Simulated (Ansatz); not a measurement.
Input and command of a plane-wave DFT calculation in Ansatz:

```yaml
crystal:
  lattice:
    - [-2.37405, 2.37405, 3.744]
    - [2.37405, -2.37405, 3.744]
    - [2.37405, 2.37405, -3.744]
  atoms:
    - { symbol: Si, position: [0.0, 0.0, 0.0] }
    - { symbol: Si, position: [0.75, 0.25, 0.5] }
    - { symbol: O, position: [0.99838, 0.625, 0.87338] }
    - { symbol: O, position: [0.375, 0.24838, 0.37338] }
    - { symbol: O, position: [0.75162, 0.125, 0.12662] }
    - { symbol: O, position: [0.875, 0.00162, 0.62662] }
basis:
  ecutwfc: 420
kpoints:
  mp_grid: { grid: [1, 1, 1] }
hamiltonian:
  xc: lda
scf:
  occupations: { method: gaussian, width: 0.02 }
output:
  forces: true
  stress: true
  eigenvalues: true
```

```bash
ansatz run input.yaml --threads 1 --pin off --max-ram 2560MiB --backend cpu --events-out ev --progress --plain --runs-dir out
```

Processor: Oxide Virtual Turin-like Processor (Zen 5), 1 thread, on a host shared with other jobs.

Q: How long does it run, and how much memory does it take?

A: About 0.59 s on 1 thread of Oxide Virtual Turin-like Processor (Zen 5), on a shared host, peak memory 0.31 GiB. It solves 22 bands at 1 k points (the mesh reduced by symmetry) with about 1637 plane waves, in 6 SCF iterations.
